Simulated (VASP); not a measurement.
Crystal: Eu.

```
Eu
1.0
    -2.30300    2.30300    2.30300
     4.60600   -4.60600    4.60600
     2.30300    2.30300   -2.30300
Eu
2
Direct
  0.00000 0.00000 0.00000
  0.00000 0.50000 0.00000
```

Base run:

| Quantity | Value |
| --- | --- |
| Program | VASP 6.6.1 |
| Functional | PBEsol |
| Potentials or basis | VASP PAW PBE potentials, release 64 (Eu) |
| Cutoff | 520 eV |
| k mesh | 6 × 3 × 6 |
| Occupations | fermi-dirac, width 0.1 eV |
| Spin | collinear spin, typed start |
| Starting moments | [8.4, -8.4] μB |

Its results: band gap on the k mesh none (metal or under the smearing width); pressure -3.0 GPa; net moment 0.00 μB per cell; site moments Eu +6.66, -6.66 μB.

Problem. The run is repeated on the same cell with these changes: further incar settings from ALGO = Normal; EDIFF = 1e-06; NBANDS = 28 to ALGO = Fast; EDIFF = 1e-06; NBANDS = 28; moments at the start from [8.4, -8.4] to [8.4, 8.4]. What comes out?

Solution. Band gap on the k mesh none (metal or under the smearing width); pressure -2.9 GPa; net moment 14.87 μB per cell; site moments Eu +6.72 μB.

Caveats: the PAW data sets were made with another functional, which shifts forces and pressure a little; spin-orbit coupling is left out, which moves the levels of the heavy elements.
